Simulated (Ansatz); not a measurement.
The system is I.

```
I
1.0
     3.63503   -2.39502    0.00000
     3.63503    2.39502    0.00000
     0.00000    0.00000    9.79344
I
4
Cartesian
  3.6350 -0.7152 3.7646
  3.6350 1.6799 1.1321
  3.6350 0.7152 6.0288
  3.6350 -1.6799 8.6613
```

```yaml
Program: Ansatz 0.2.0
Task: single point
Functional: PBE
Potentials_or_basis: all-electron LAPW, scalar-relativistic
Cutoff: 274 eV (chosen from the basis error)
Basis_error_allowed: 0.001 eV/atom
k_mesh: 7 × 7 × 3
Occupations: fermi-dirac, width 0.05 eV
Spin: no spin polarisation
```

On this cell: pressure 1.8 GPa; largest force 0.854 eV/Å; band gap on the k mesh 1.34 eV, indirect (least direct gap 1.43 eV).

The same run follows on a disturbed copy (atoms moved at random, drawn with an rms of 0.05 Å):

```
CELL_PARAMETERS angstrom
3.63503 -2.39502 0.00000
3.63503 2.39502 0.00000
0.00000 0.00000 9.79344
ATOMIC_POSITIONS crystal
I 0.65349 0.34675 0.38295
I 0.15234 0.84035 0.11361
I 0.36674 0.64517 0.61547
I 0.84626 0.15370 0.88219
```

Question: What changes?

Answer: The energy moves by -3.7 meV/atom; pressure 1.6 GPa; largest force 0.917 eV/Å; band gap on the k mesh 1.31 eV, indirect (least direct gap 1.40 eV).

Forces on the atoms (eV/Å):
```
I   -0.004 -0.464 -0.791
I    0.009 -0.205  0.549
I   -0.011  0.454  0.776
I    0.006  0.215 -0.534
```

Stress tensor (GPa, compression positive):
```
1.27 0.01 0.02
0.01 1.15 0.38
0.02 0.38 2.31
```

Caveats: spin-orbit coupling is left out, which moves the levels of the heavy elements; an odd mesh through Γ misses points on the zone boundary, where band edges often lie.
